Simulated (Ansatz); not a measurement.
Nb:

```
Nb
1.0
     0.00000    2.11500    2.11500
     2.11500    0.00000    2.11500
     2.11500    2.11500    0.00000
Nb
1
Cartesian
  0.0000 0.0000 0.0000
```

This isn't the form of Nb at room conditions, which is bcc.

Base run:

```yaml
Program: Ansatz 0.2.0
Functional: PBEsol
Potentials_or_basis: all-electron LAPW, scalar-relativistic
Cutoff: 200 eV
Density_cutoff: 801 eV
Basis_error_allowed: 0.001 eV/atom
k_mesh: 8 × 8 × 8
Occupations: fermi-dirac, width 0.05 eV
Spin: no spin polarisation
```

Its results: pressure -7.3 GPa.

Task: The run is repeated on the same cell with these changes: functional from PBEsol to LDA; k mesh from 8 × 8 × 8 to 11 × 11 × 11. What comes out?

Result: Pressure -11.0 GPa.

Several settings changed at once, so the effect can't be laid on one alone.

Caveats: the k mesh is thin for a metal, which can move the energy by tens of meV per atom (some runs).

Not every run made on this cell is shown here.
